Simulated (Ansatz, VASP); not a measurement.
# One calculation of Br, two programs

Contents of INCAR:

```
ALGO = Normal
EDIFF = 1E-7
ENCUT = 520
GGA = PE
ISIF = 2
ISMEAR = -1
LASPH = True
LCHARG = False
LREAL = False
LWAVE = False
NBANDS = 10
NELM = 80
PREC = Accurate
SIGMA = 0.05
```

KPOINTS

```
k-points
0
Gamma
  13 13 13
```

The input POSCAR:

```
Br
1.0
   -1.2908950000      1.6896940000      3.5706610000
    1.2793800000     -1.7420600000      3.5916920000
    1.2955680000      1.7455560000     -3.5958340000
Br
1
Direct
   -0.0025580000     -0.0172150000     -0.0135570000
```

Contents of input.yaml:

```yaml
crystal:
  lattice:
    - [-1.290895, 1.689694, 3.570661]
    - [1.27938, -1.74206, 3.591692]
    - [1.295568, 1.745556, -3.595834]
  atoms:
    - { symbol: Br, position: [-0.002558, -0.017215, -0.013557] }
hamiltonian:
  xc: pbe
  pseudopotentials: { kind: paw }
kpoints:
  mp_grid: { grid: [13, 13, 13] }
scf:
  occupations: { method: fermi_dirac, width: 0.05 }
output:
  forces: true
  stress: true
  eigenvalues: true
```

Change from the starting cell: cell strained at random at fixed volume.

Alike in both runs: task single point; functional PBE; k mesh 13 × 13 × 13; occupations fermi-dirac, width 0.05 eV; no spin polarisation.

```csv
,VASP,Ansatz
version,VASP 6.6.1,Ansatz 0.2.0
potentials or method,"VASP PAW PBE potentials, release 64 (Br)",Ansatz PAW
plane-wave cutoff (eV),520,420
valence electrons in the cell,7,7
```

```csv
,VASP,Ansatz,Ansatz less VASP
gap on the k mesh at the Fermi level (eV),none,none,-
pressure (GPa),1.1,1.1,0.00
largest component of the traceless stress (GPa),0.21,0.22,+0.015
```

A gap of «none» marks a metal or a gap that the smearing closes. With one functional, cell and mesh, what is left measures potentials, basis and numerics.

Caveats: an odd number of electrons without spin polarisation forces a metal; a magnetic or distorted state may lie lower.
